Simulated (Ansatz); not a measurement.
**Ta: further runs on the relaxed cell**

One table from this session's results is given with a row withheld; the runs are named, their logs left out.

Program: Ansatz 0.2.0. Level of theory: DFT PBE and PBEsol (the runs whose input is shown use PBEsol), scalar-relativistic, plane waves, PAW. These are calculated values, not measurements.

## The system as given

Symmetry: Pm-3n, No. 223, cubic system. The conventional cell has a = 5.312 Å, b = 5.312 Å, c = 5.312 Å, α = 90.00°, β = 90.00°, γ = 90.00°. Ta (site symmetry m-3) has 12 Ta at 2.97 Å as nearest neighbours. Around Ta (site symmetry -4m2) lie 6 Ta at 2.66 to 2.97 Å.

Coordinates:

```
CELL_PARAMETERS angstrom
5.31183 0.00000 0.00000
0.00000 5.31183 0.00000
0.00000 0.00000 5.31183
ATOMIC_POSITIONS crystal
Ta 0.00000 0.00000 0.00000
Ta 0.50000 0.50000 0.50000
Ta 0.25000 0.00000 0.50000
Ta 0.75000 0.00000 0.50000
Ta 0.50000 0.75000 0.00000
Ta 0.50000 0.25000 0.00000
Ta 0.00000 0.50000 0.75000
Ta 0.00000 0.50000 0.25000
```

This cell was relaxed beforehand with the same method: volume 18.73 Å³/atom, gap on the mesh none (metal).

Set-up of the first run:

Input file input.yaml:

```yaml
crystal:
  lattice:
    - [5.3118330375, 0.0, 0.0]
    - [0.0, 5.3118330375, 0.0]
    - [0.0, 0.0, 5.3118330375]
  atoms:
    - { symbol: Ta, position: [0.0, 0.0, 0.0] }
    - { symbol: Ta, position: [0.5, 0.5, 0.5] }
    - { symbol: Ta, position: [0.25, 0.0, 0.5] }
    - { symbol: Ta, position: [0.75, 0.0, 0.5] }
    - { symbol: Ta, position: [0.5, 0.75, 0.0] }
    - { symbol: Ta, position: [0.5, 0.25, 0.0] }
    - { symbol: Ta, position: [0.0, 0.5, 0.75] }
    - { symbol: Ta, position: [0.0, 0.5, 0.25] }
basis:
  ecutwfc: 420
kpoints:
  mp_grid: { grid: [8, 8, 8] }
hamiltonian:
  xc: pbesol
scf:
  occupations: { method: gaussian, width: 0.1 }
output:
  forces: true
  stress: true
  eigenvalues: true
relax:
  adjacent_minimum: "off"
  f_tol: 0.005
  max_steps: 50
  cell: { stress_tol: 0.05 }
```

Command:

```console
> ansatz run input.yaml --threads 2 --pin off --max-ram 5120MiB --backend cpu --events-out ev --progress --plain --runs-dir out
```

Among the steps run: Relaxing with PBEsol; Relaxing with PBE+D3(BJ); The cell under LDA; Relaxing with r2SCAN.

One of the session's tables, all rows but one given; the rest of the session is left out.

It belongs to the step «Relaxed cells side by side». 

| functional | a (Å) | b (Å) | c (Å) | volume (Å³/atom) |
| --- | --- | --- | --- | --- |
| PBE | 5.312 | 5.312 | 5.312 | 18.73 |
| PBEsol | 5.253 | 5.253 | 5.253 | 18.12 |
| PBE+D3(BJ) | ? | ? | ? | ? |
| LDA | 5.209 | 5.209 | 5.209 | 17.67 |
| r2SCAN | 5.290 | 5.290 | 5.290 | 18.50 |

Estimate the missing values for PBE+D3(BJ).

**Answer.** a (Å): 5.261; b (Å): 5.261; c (Å): 5.261; volume (Å³/atom): 18.20. In the column «a (Å)» it lies between PBEsol (5.253) and r2SCAN (5.290).
